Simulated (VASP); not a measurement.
MoS2, 3 atoms in the cell. Symmetry: P-3m1, No. 164, trigonal system. Conventional cell: a = 3.220 Å, b = 3.220 Å, c = 5.945 Å, α = 90.00°, β = 90.00°, γ = 120.00°. Mo (site symmetry -3m) has 6 S at 2.42 Å as nearest neighbours. Around S (site symmetry 3m) lie 3 Mo at 2.42 Å. The cell was built by a generator and needn't be a form met in nature.

| Quantity | Value |
| --- | --- |
| Program | VASP 6.6.1 |
| Task | single point |
| Functional | r2SCAN |
| Potentials or basis | VASP PAW PBE potentials, release 64 (Mo_sv, S) |
| Cutoff | 520 eV |
| k mesh | 6 × 6 × 4 |
| Occupations | fermi-dirac, width 0.02 eV |
| Spin | collinear spin, zero start |
| Starting moments | [-0.0, 0.0, 0.0] μB |
| Dipole correction | no |
| Further INCAR settings | ALGO = Normal; EDIFF = 1e-06; NBANDS = 24 |

Potentials or basis: VASP PAW PBE potentials, release 64 (Mo_sv, S).

Launch:

```bash
$ cat potpaw_PBE.64/Mo_sv/POTCAR potpaw_PBE.64/S/POTCAR > POTCAR
$ cp INCAR.step1 INCAR
$ mpirun -np 1 vasp_std > vasp.out
$ cp INCAR.step2 INCAR
$ mpirun -np 1 vasp_std > vasp.out
```

Hardware: 1 thread of Intel(R) Xeon(R) Platinum 8488C (Sapphire Rapids), with other jobs on the host.

Question: How long does it take, and how much memory?

Answer: It took 110 s on 1 thread of Intel(R) Xeon(R) Platinum 8488C (Sapphire Rapids), on a shared host, peak memory 0.22 GiB. Counts: scf iterations 11, k points 24.
